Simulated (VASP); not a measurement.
# CoSi (P2_13) in VASP: settings compared, part 2 of 2

VASP 6.6.1. The steps go on from the part before.

### Step 4. Band structure, LDA

This run uses another cell than the first one, of 10.55 Å³/atom, 0.971 times its volume.

Contents of INCAR:

```
PREC = Accurate ; ENCUT = 520
EDIFF = 1E-6 ; ISMEAR = 1
SIGMA = 0.1 ; LREAL = False
LASPH = True ; NELM = 80
ALGO = Fast ; ISIF = 2
LWAVE = False ; LCHARG = False
LMAXMIX = 4 ; NBANDS = 36
KPAR = 4
```

Contents of KPOINTS:

```
regular mesh
0
Gamma
  8 8 8
```

Contents of POSCAR:

```
CoSi                                    
1.0
    4.3865828305      0.0000000000      0.0000000000
    0.0000000000      4.3865828305      0.0000000000
    0.0000000000      0.0000000000      4.3865828305
  Co              Si            
     4     4
Direct
     0.1457490871223968    0.1457490871223968    0.1457490871223968
     0.3542509128776032    0.8542509128776032    0.6457490871223968
     0.6457490871223968    0.3542509128776032    0.8542509128776032
     0.8542509128776032    0.6457490871223968    0.3542509128776032
     0.8433334726077035    0.8433334726077035    0.8433334726077035
     0.6566665273922965    0.1566665273922965    0.3433334726077035
     0.3433334726077035    0.6566665273922965    0.1566665273922965
     0.1566665273922965    0.3433334726077035    0.6566665273922965
```

KPOINTS_OPT is that of step 3.

Potentials or basis: VASP PAW LDA potentials, release 64 (Co, Si).

The run is started by

```sh
cat potpaw_LDA.64/Co/POTCAR potpaw_LDA.64/Si/POTCAR > POTCAR
mpirun -np 4 vasp_std > vasp.out
```

OUTCAR:

```text
PREC = Accurate
   ENCUT = 520
   EDIFF = 1E-6
   ISMEAR = 1
   LREAL = False
   LASPH = True
   NELM = 80
   ISIF = 2

 ion  position               nearest neighbor table
   1  0.146  0.146  0.146-   5 2.30   6 2.31   7 2.31   8 2.31   7 2.40   8 2.40   6 2.40   2 2.70
                             3 2.70   2 2.70   3 2.70   4 2.70   4 2.70
   2  0.354  0.854  0.646-   6 2.30   5 2.31   7 2.31   8 2.31   7 2.40   8 2.40   5 2.40   1 2.70
                             1 2.70   4 2.70   4 2.70   3 2.70   3 2.70
   3  0.646  0.354  0.854-   7 2.30   6 2.31   5 2.31   8 2.31   8 2.40   6 2.40   5 2.40   4 2.70
                             1 2.70   4 2.70   1 2.70   2 2.70   2 2.70
   4  0.854  0.646  0.354-   8 2.30   6 2.31   7 2.31   5 2.31   6 2.40   5 2.40   7 2.40   3 2.70
                             2 2.70   2 2.70   3 2.70   1 2.70   1 2.70
   5  0.843  0.843  0.843-   1 2.30   2 2.31   3 2.31   4 2.31   3 2.40   4 2.40   2 2.40   6 2.71
                             7 2.71   8 2.71   6 2.71   8 2.71   7 2.71
   6  0.657  0.157  0.343-   2 2.30   1 2.31   3 2.31   4 2.31   3 2.40   4 2.40   1 2.40   8 2.71
                             5 2.71   5 2.71   7 2.71   7 2.71   8 2.71
   7  0.343  0.657  0.157-   3 2.30   2 2.31   1 2.31   4 2.31   4 2.40   2 2.40   1 2.40   8 2.71
                             5 2.71   8 2.71   6 2.71   6 2.71   5 2.71
   8  0.157  0.343  0.657-   4 2.30   2 2.31   3 2.31   1 2.31   2 2.40   1 2.40   3 2.40   7 2.71
                             5 2.71   7 2.71   5 2.71   6 2.71   6 2.71

  LATTYP: Found a simple cubic cell.
 ALAT       =     4.3865828305

  Lattice vectors:

 A1 = (   4.3865828305,   0.0000000000,   0.0000000000)
 A2 = (   0.0000000000,   4.3865828305,   0.0000000000)
 A3 = (   0.0000000000,   0.0000000000,   4.3865828305)

Analysis of symmetry for initial positions (statically):
=====================================================================
 Subroutine PRICEL returns:
 Original cell was already a primitive cell.

 Routine SETGRP: Setting up the symmetry group for a
 simple cubic supercell.

 Subroutine GETGRP returns: Found 12 space group operations
 (whereof  3 operations were pure point group operations)
 out of a pool of 48 trial point group operations.

[... 159 lines left out ...]
 non-spin polarized calculation
 RMM-DIIS sequential band-by-band and
 Methfessel and Paxton  Order N= 1 SIGMA  =   0.10
  energy-cutoff  :      520.00
  volume of cell :       84.41
 maximum number of plane-waves:      2301
 NGX is ok and might be reduce to    36
   NGX = 17   NGY = 17   NGZ = 17

 number of electron      51.9999988 magnetization

 Free energy of the ion-electron system (eV)
  ---------------------------------------------------
  ext. energy  EPLUGINS =         0.00000000
  ---------------------------------------------------
  free energy    TOTEN  =       -62.60565771 eV

  energy without entropy =      -62.60794010  energy(sigma->0) =      -62.60641851

 E-fermi :  12.4171     XC(G=0): -13.2076

 val. band max:       12.4118200354   @ k =   0.1250   0.1250   0.1250
 cond. band min:      12.4222377760   @ k =   0.5000   0.5000   0.3750
 fundamental gap:      0.0104177405
 Fermi energy:        12.4171317315

 k-point     1 :       0.0000    0.0000    0.0000
  band No.  band energies     occupation
      1      -1.4103      2.00000
      2       4.1665      2.00000
      3       4.1665      2.00000
      4       4.1665      2.00000
      5       6.8561      2.00000
      6       6.8561      2.00000
[... 925 lines left out ...]
     35      17.3960      0.00000
     36      18.2651      0.00000

 [... further k-points ...]

------------------------ aborting loop because EDIFF is reached ----------------------------------------

  FORCE on cell =-STRESS in cart. coord.  units (eV):
  Direction    XX          YY          ZZ          XY          YZ          ZX
  --------------------------------------------------------------------------------------
  -------------------------------------------------------------------------------------
  Total       -3.0163878     -3.0163878     -3.0163878      0.0000000      0.0000000      0.0000000
  in kB      -57.2557037    -57.2557037    -57.2557037      0.0000000      0.0000000      0.0000000
  external PRESSURE =     -57.2557037 kB  Pullay stress =       0.0000000 kB

 VOLUME and BASIS-vectors are now :
 -----------------------------------------------------------------------------
  energy-cutoff  :      520.00
  volume of cell :       84.41
      direct lattice vectors                 reciprocal lattice vectors
     4.386582831  0.000000000  0.000000000     0.227967883  0.000000000  0.000000000
     0.000000000  4.386582831  0.000000000     0.000000000  0.227967883  0.000000000
     0.000000000  0.000000000  4.386582831     0.000000000  0.000000000  0.227967883

 POSITION                                       TOTAL-FORCE (eV/Angst)
 -----------------------------------------------------------------------------------
      0.63934      0.63934      0.63934        -0.026483     -0.026483     -0.026483
      1.55395      3.74724      2.83263         0.026483      0.026483     -0.026483
      2.83263      1.55395      3.74724        -0.026483      0.026483      0.026483
      3.74724      2.83263      1.55395         0.026483     -0.026483      0.026483
      3.69935      3.69935      3.69935        -0.031441     -0.031441     -0.031441
      2.88052      0.68723      1.50606         0.031441      0.031441     -0.031441
      1.50606      2.88052      0.68723        -0.031441      0.031441      0.031441
      0.68723      1.50606      2.88052         0.031441     -0.031441      0.031441
 -----------------------------------------------------------------------------------
    total drift:                                0.000000     -0.000000     -0.000000

  FREE ENERGIE OF THE ION-ELECTRON SYSTEM (eV)
  ---------------------------------------------------
  free  energy   TOTEN  =       -62.6056577096 eV

  energy  without entropy=      -62.6079401024  energy(sigma->0) =      -62.60641851
```

OSZICAR:

```text
N       E                     dE             d eps       ncg     rms          rms(c)
DAV:   1     0.354348024432E+03    0.35435E+03   -0.22082E+04  3240   0.168E+03
DAV:   2    -0.373503132170E+02   -0.39170E+03   -0.37471E+03  3240   0.366E+02
DAV:   3    -0.671150769099E+02   -0.29765E+02   -0.28295E+02  3516   0.122E+02
[... 43 lines left out ...]
DAV:   1     0.434552845562E+05   -0.24773E+05     2736
DAV:   2     0.291751404174E+05   -0.14280E+05     2740
DAV:   3     0.282328024749E+05   -0.94234E+03     3132
DAV:   4     0.282025273946E+05   -0.30275E+02     3568
DAV:   5     0.282014252237E+05   -0.11022E+01     3580
DAV:   6     0.282013656359E+05   -0.59588E-01     4124
DAV:   7     0.282013648837E+05   -0.75216E-03     3700
DAV:   8     0.282013648646E+05   -0.19174E-04     3056
DAV:   9     0.282013648635E+05   -0.10709E-05     2184
DAV:  10     0.282013648632E+05   -0.34158E-06     2148
```

Wall time 74 s (4 MPI ranks of AMD EPYC 9R45 (Zen 5), shared host); peak memory 0.28 GiB.

What came out:

```
Free energy             : -62.6057 eV
Pressure                : -5.7 GPa
Largest force           : 0.054 eV/Å
Band gap along the path : none (metal or under the smearing width)
```

Forces in eV/Å, atoms in the order of the input:
```
Co  -0.026 -0.026 -0.026
Co   0.026  0.026 -0.026
Co  -0.026  0.026  0.026
Co   0.026 -0.026  0.026
Si  -0.031 -0.031 -0.031
Si   0.031  0.031 -0.031
Si  -0.031  0.031  0.031
Si   0.031 -0.031  0.031
```

Levels at the corners of the path, in eV from the Fermi level:
```tsv
point	band 23	band 24	band 25	band 26	band 27	band 28	band 29	band 30
Γ	-0.80	-0.80	0.01	0.01	0.01	2.65	2.65	2.65
X	-0.66	-0.66	-0.49	-0.49	1.07	1.07	1.61	1.61
X	-0.66	-0.66	-0.49	-0.49	1.07	1.07	1.61	1.61
M	-1.03	-1.03	-0.02	-0.02	0.64	0.64	2.14	2.14
M	-1.03	-1.03	-0.02	-0.02	0.64	0.64	2.14	2.14
Γ	-0.80	-0.80	0.01	0.01	0.01	2.65	2.65	2.65
Γ	-0.80	-0.80	0.01	0.01	0.01	2.65	2.65	2.65
R	-1.27	-1.27	-0.22	-0.22	-0.22	-0.22	5.60	5.60
R	-1.27	-1.27	-0.22	-0.22	-0.22	-0.22	5.60	5.60
X	-0.66	-0.66	-0.49	-0.49	1.07	1.07	1.61	1.61
M	-1.03	-1.03	-0.02	-0.02	0.64	0.64	2.14	2.14
R	-1.27	-1.27	-0.22	-0.22	-0.22	-0.22	5.60	5.60
```

Spin polarisation is off, so any magnetic state and its effect on volume and gap are missing.

### Step 5. Summary

| task | level | potentials or basis | cell | cutoff (eV) | by perturbation theory | pressure (GPa) | largest force (eV/Å) |
| --- | --- | --- | --- | --- | --- | --- | --- |
| phonons | PBE | VASP PAW PBE potentials, release 64 (Co, Si) | P2_13, 10.86 Å³/atom | 600 | no | - | - |
| band structure | PBE | VASP PAW PBE potentials, release 64 (Co, Si) | P2_13, 10.55 Å³/atom | 520 | - | 6.9 | 0.03 |
| band structure | LDA | VASP PAW LDA potentials, release 64 (Co, Si) | P2_13, 10.55 Å³/atom | 520 | - | -5.7 | 0.05 |

Alike in all rows: no spin polarisation; k mesh 8 × 8 × 8; smearing methfessel-paxton 0.1 eV.

Absolute energies hang on the potentials; compare differences alone.
